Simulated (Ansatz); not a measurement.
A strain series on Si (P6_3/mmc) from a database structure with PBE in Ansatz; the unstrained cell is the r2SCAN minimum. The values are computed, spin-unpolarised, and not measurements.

Input of the unstrained run:
```yaml
crystal:
  lattice:
    - [3.8321168108, 0.0, 0.0]
    - [-1.9160584054, 3.3187105084, 0.0]
    - [0.0, 0.0, 6.3412386841]
  atoms:
    - { symbol: Si, position: [0.3333333333, 0.6666666667, 0.0630612447] }
    - { symbol: Si, position: [0.6666666667, 0.3333333333, 0.5630612447] }
    - { symbol: Si, position: [0.3333333333, 0.6666666667, 0.4369387553] }
    - { symbol: Si, position: [0.6666666667, 0.3333333333, 0.9369387553] }
kpoints:
  mp_grid: { grid: [12, 12, 4] }
  band_path:
    path:
      - [0.0, 0.0, 0.0]
      - [0.5, 0.0, 0.0]
      - [0.3333333333, 0.3333333333, 0.0]
      - [0.0, 0.0, 0.5]
      - [0.5, 0.0, 0.5]
      - [0.3333333333, 0.3333333333, 0.5]
      - [0.0, 0.5, 0.0]
    npoints: 1
hamiltonian:
  xc: pbe
scf:
  occupations: { method: fermi_dirac, width: 0.02 }
  n_extra_bands: 5
output:
  forces: true
  stress: true
  eigenvalues: true
```

Its main results, and the levels near the gap at the points of the path (eV from the Fermi energy, bands numbered from 0, names kept under strain):
```
Crystal: 4 atoms, lattice volume = 80.646 Å³
Basis set: ecut = 420 eV, 1581 PW (Γ)
Symmetry: 24 space group operations
Space group: P63/mmc (ITA 194)
k-points: 57 of 576
Free energy (F): -2543.193020 eV
Fermi energy:    6.618743 eV
--- Forces (eV/Å), atoms counted from 1 ---
  atom   1  Si      0.00000      0.00000    -0.00259
  atom   2  Si      0.00000      0.00000    -0.00259
  atom   3  Si      0.00000      0.00000      0.00259
  atom   4  Si      0.00000      0.00000      0.00259
--- Stress (GPa, compression-positive) ---
        1.320447       0.000000       0.000000
        0.000000       1.320447       0.000000
        0.000000       0.000000       1.136989
  P = ⅓ Tr σ = 1.2593 GPa (12.593 kbar)
```
```tsv
point	band_5	band_6	band_7	band_8	band_9	band_10
Γ	-0.565	-0.208	-0.208	0.828	1.798	1.798
M	-3.252	-3.187	-1.646	0.217	2.130	2.780
K	-3.778	-3.778	-3.535	0.630	5.140	5.140
A	-1.129	-1.129	-1.129	1.602	1.602	2.773
L	-2.664	-2.620	-2.620	0.707	0.707	1.457
H	-4.676	-2.204	-2.204	1.346	1.346	3.397
(0,1/2,0)	-3.252	-3.187	-1.646	0.217	2.130	2.780
```

Biaxial -2.82 % in x and y, z held. The input changes in these blocks:
```yaml
crystal:
  lattice:
    - [3.7240511167, 0.0, 0.0]
    - [-1.8620255583, 3.225122872, 0.0]
    - [0.0, 0.0, 6.3412386841]
  atoms:
    - { symbol: Si, position: [0.3333333333, 0.6666666667, 0.0651655269] }
    - { symbol: Si, position: [0.6666666667, 0.3333333333, 0.5651655269] }
    - { symbol: Si, position: [0.3333333333, 0.6666666667, 0.4348344731] }
    - { symbol: Si, position: [0.6666666667, 0.3333333333, 0.9348344731] }
```

```
Crystal: 4 atoms, lattice volume = 76.162 Å³
Basis set: ecut = 420 eV, 1509 PW (Γ)
Symmetry: 24 space group operations
Space group: P63/mmc (ITA 194)
k-points: 57 of 576
Free energy (F): -2543.053686 eV
Fermi energy:    7.317891 eV
--- Forces (eV/Å), atoms counted from 1 ---
  atom   1  Si      0.00000      0.00000      0.01584
  atom   2  Si      0.00000      0.00000      0.01584
  atom   3  Si      0.00000      0.00000    -0.01584
  atom   4  Si      0.00000      0.00000    -0.01584
--- Stress (GPa, compression-positive) ---
        8.975865       0.000000       0.000000
        0.000000       8.975865       0.000000
        0.000000       0.000000       3.742627
  P = ⅓ Tr σ = 7.2315 GPa (72.315 kbar)
```
```tsv
point	band_5	band_6	band_7	band_8	band_9	band_10
Γ	-0.869	-0.177	-0.177	1.274	1.687	1.849
M	-3.500	-3.346	-1.753	0.186	2.148	2.457
K	-4.069	-4.069	-3.893	0.268	4.997	4.997
A	-1.085	-1.085	-1.085	1.961	1.961	2.815
L	-2.988	-2.718	-2.718	0.585	0.585	1.248
H	-5.035	-2.509	-2.509	1.151	1.151	3.055
(0,1/2,0)	-3.500	-3.346	-1.753	0.186	2.148	2.457
```

PBE: the gap goes from 0.425 to 0.363 eV (-0.062 eV); with r2SCAN the top three valence levels at Γ, grouped 2+1 from the top over 377 meV, become 2+1 over 730 meV.

Xy shear, engineering strain (angle) -4.21 %. The input changes in these blocks:
```yaml
crystal:
  lattice:
    - [3.8321168108, -0.0806660589, 0.0]
    - [-1.9859172616, 3.3590435378, 0.0]
    - [0.0, 0.0, 6.3412386841]
  atoms:
    - { symbol: Si, position: [0.336863532, 0.6668652623, 0.0630500933] }
    - { symbol: Si, position: [0.663136468, 0.3331347377, 0.5630500933] }
    - { symbol: Si, position: [0.336863532, 0.6668652623, 0.4369499067] }
    - { symbol: Si, position: [0.663136468, 0.3331347377, 0.9369499067] }
kpoints:
  mp_grid: { grid: [12, 12, 4] }
  band_path:
    path:
      - [0.0, 0.0, 0.0]
      - [0.5, 0.0, 0.0]
      - [0.3333333333, 0.3333333333, 0.0]
      - [0.0, 0.0, 0.5]
      - [0.5, 0.0, 0.5]
      - [0.3333333333, 0.3333333333, 0.5]
    npoints: 1
output:
  forces: true
  stress: true
  eigenvalues: true
  write_density: true
  write_potential: true
  elf: true
  volumetric_format: npy
```

```
Crystal: 4 atoms, lattice volume = 80.610 Å³
Basis set: ecut = 420 eV, 1587 PW (Γ)
Symmetry: 4 space group operations
Space group: P21/m (ITA 11)
k-points: 222 of 576
Free energy (F): -2543.163088 eV
Fermi energy:    6.579072 eV
--- Forces (eV/Å), atoms counted from 1 ---
  atom   1  Si      0.02219      0.00139      0.00132
  atom   2  Si    -0.02219    -0.00139      0.00132
  atom   3  Si      0.02219      0.00139    -0.00132
  atom   4  Si    -0.02219    -0.00139    -0.00132
--- Stress (GPa, compression-positive) ---
        1.287207       2.813458       0.000000
        2.813458       1.465792       0.000000
        0.000000       0.000000       1.070860
  P = ⅓ Tr σ = 1.2746 GPa (12.746 kbar)
```
```tsv
point	band_5	band_6	band_7	band_8	band_9	band_10
Γ	-0.523	-0.334	0.017	0.781	1.769	2.032
M	-3.455	-3.085	-1.838	-0.014	1.834	2.711
K	-3.764	-3.699	-3.490	0.674	4.920	5.109
A	-1.257	-0.903	-0.903	1.573	1.573	2.723
L	-2.818	-2.595	-2.595	0.539	0.539	1.513
H	-4.631	-2.158	-2.158	1.392	1.392	3.437
```

PBE: gap 0.43 before, none (overlap 0.03) after (eV); it has closed; with r2SCAN the top three valence levels at Γ, grouped 2+1 from the top over 377 meV, become 1+1+1 over 572 meV.

Uniaxial -2.01 % along z, other directions held. The input changes in these blocks:
```yaml
crystal:
  lattice:
    - [3.8321168108, 0.0, 0.0]
    - [-1.9160584054, 3.3187105084, 0.0]
    - [0.0, 0.0, 6.2137797866]
  atoms:
    - { symbol: Si, position: [0.3333333333, 0.6666666667, 0.0617672776] }
    - { symbol: Si, position: [0.6666666667, 0.3333333333, 0.5617672776] }
    - { symbol: Si, position: [0.3333333333, 0.6666666667, 0.4382327224] }
    - { symbol: Si, position: [0.6666666667, 0.3333333333, 0.9382327224] }
```

```
Crystal: 4 atoms, lattice volume = 79.025 Å³
Basis set: ecut = 420 eV, 1545 PW (Γ)
Symmetry: 24 space group operations
Space group: P63/mmc (ITA 194)
k-points: 57 of 576
Free energy (F): -2543.159326 eV
Fermi energy:    6.747885 eV
--- Forces (eV/Å), atoms counted from 1 ---
  atom   1  Si      0.00000      0.00000    -0.01750
  atom   2  Si      0.00000      0.00000    -0.01750
  atom   3  Si      0.00000      0.00000      0.01750
  atom   4  Si      0.00000      0.00000      0.01750
--- Stress (GPa, compression-positive) ---
        2.132005       0.000000       0.000000
        0.000000       2.132005       0.000000
        0.000000       0.000000       5.655053
  P = ⅓ Tr σ = 3.3064 GPa (33.064 kbar)
```
```tsv
point	band_5	band_6	band_7	band_8	band_9	band_10
Γ	-0.365	-0.153	-0.153	0.729	1.780	1.780
M	-3.310	-3.157	-1.580	0.161	2.258	2.952
K	-3.772	-3.772	-3.452	0.700	5.157	5.517
A	-1.152	-1.152	-1.152	1.566	1.566	2.792
L	-2.637	-2.514	-2.514	0.812	0.812	1.566
H	-4.682	-2.050	-2.050	1.550	1.550	3.616
(0,1/2,0)	-3.310	-3.157	-1.580	0.161	2.258	2.952
```

PBE: the gap goes from 0.425 to 0.314 eV (-0.111 eV); with r2SCAN the top three valence levels at Γ, grouped 2+1 from the top over 377 meV, become 2+1 over 224 meV.

Uniaxial +5.24 % along x, other directions held. The input changes in these blocks:
```yaml
crystal:
  lattice:
    - [4.0329197316, 0.0, 0.0]
    - [-2.0164598658, 3.3187105084, 0.0]
    - [0.0, 0.0, 6.3412386841]
  atoms:
    - { symbol: Si, position: [0.3311227513, 0.6622455027, 0.061552668] }
    - { symbol: Si, position: [0.6688772487, 0.3377544973, 0.561552668] }
    - { symbol: Si, position: [0.3311227513, 0.6622455027, 0.438447332] }
    - { symbol: Si, position: [0.6688772487, 0.3377544973, 0.938447332] }
```

```
Crystal: 4 atoms, lattice volume = 84.872 Å³
Basis set: ecut = 420 eV, 1681 PW (Γ)
Symmetry: 8 space group operations
Space group: Cmcm (ITA 63)
k-points: 129 of 576
Free energy (F): -2543.108880 eV
Fermi energy:    5.945088 eV
--- Forces (eV/Å), atoms counted from 1 ---
  atom   1  Si      0.00000    -0.02373    -0.01662
  atom   2  Si      0.00000      0.02373    -0.01662
  atom   3  Si      0.00000    -0.02373      0.01662
  atom   4  Si      0.00000      0.02373      0.01662
--- Stress (GPa, compression-positive) ---
       -7.361551       0.000000       0.000000
        0.000000      -1.156855       0.000000
        0.000000       0.000000      -0.511912
  P = ⅓ Tr σ = -3.0101 GPa (-30.101 kbar)
```
```tsv
point	band_5	band_6	band_7	band_8	band_9	band_10
Γ	-0.286	-0.278	0.053	0.442	1.704	2.086
M	-2.969	-2.817	-1.280	0.514	2.426	3.166
K	-3.497	-3.418	-3.130	1.001	4.551	5.264
A	-1.223	-0.885	-0.885	1.286	1.286	2.676
L	-2.347	-2.246	-2.246	1.001	1.001	1.744
H	-4.278	-1.869	-1.869	1.589	1.589	3.744
(0,1/2,0)	-3.378	-2.804	-1.738	-0.033	1.742	2.779
```

PBE: gap 0.43 before, none (overlap 0.09) after (eV); it has closed; with r2SCAN the top three valence levels at Γ, grouped 2+1 from the top over 377 meV, become 1+1+1 over 359 meV.

The splittings at Γ are without spin-orbit coupling, which regroups them where it is of like size or larger.
